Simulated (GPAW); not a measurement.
Crystal: Li2O.

```
O Li
1.0
     0.00000    2.32685    2.32685
     2.32685    0.00000    2.32685
     2.32685    2.32685    0.00000
O Li
1 2
Direct
  0.00000 0.00000 0.00000
  0.25000 0.25000 0.25000
  0.75000 0.75000 0.75000
```

The cell comes from a database or a generator and needn't be the stable form of this composition.

Base run:

- Program: GPAW 26.7.0
- Functional: PBE
- Potentials or basis: GPAW PAW data sets (gpaw-data 1.2.1)
- Cutoff: 600 eV
- Basis: pw
- k mesh: 8 × 8 × 8
- Occupations: fermi-dirac, width 0.05 eV
- Spin: no spin polarisation

Its results: band gap on the k mesh 4.93 eV, indirect (least direct gap 5.09 eV); pressure -2.4 GPa.

Task: The run is repeated on the same cell with these changes: cutoff from 600 eV to 800 eV; k mesh from 8 × 8 × 8 to 10 × 10 × 10. What comes out?

Result: Band gap on the k mesh 4.93 eV, indirect (least direct gap 5.09 eV); pressure 1.1 GPa.

Caveats: the cutoff is short for stress and forces, so pressures can be off by a GPa or more (some runs).
